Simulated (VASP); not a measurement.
Input of a VASP 6.6.1 run:

INCAR

```
PREC = Accurate
ENCUT = 600
EDIFF = 1E-7
ISMEAR = 0
SIGMA = 0.1
LREAL = False
LASPH = True
NELM = 100
ALGO = Fast
ISIF = 3
LWAVE = False
LCHARG = False
GGA = PS
IBRION = 2
NSW = 90
EDIFFG = -0.005
```

The input KPOINTS:

```
regular mesh
0
Gamma
  12 12 12
```

Contents of POSCAR:

```
Ti3Al
1.0
    0.0000000000      3.2317810000      3.2317810000
    3.2317810000      0.0000000000      3.2317810000
    3.2317810000      3.2317810000      0.0000000000
Ti Al
3 1
Direct
    0.7500000000      0.7500000000      0.7500000000
    0.2500000000      0.2500000000      0.2500000000
    0.0000000000      0.0000000000      0.0000000000
    0.5000000000      0.5000000000      0.5000000000
```

Potentials or basis: VASP PAW PBE potentials, release 64 (Ti_sv, Al).

Launch:

```bash
$ cat potpaw_PBE.64/Ti_sv/POTCAR potpaw_PBE.64/Al/POTCAR > POTCAR
$ mpirun -np 1 vasp_std > vasp.out
```

(1) What does it give for the space group after relaxing (to 0.05 Å)?

(2) Estimate the band gap on the k mesh.

(3) Predict the relaxed volume.

Answers

(1) Fm-3m (No. 225).

(2) none (metal or under the smearing width).

(3) 16.14 Å³/atom.

Caveat: the PAW data sets were made with another functional, which shifts forces and pressure a little.
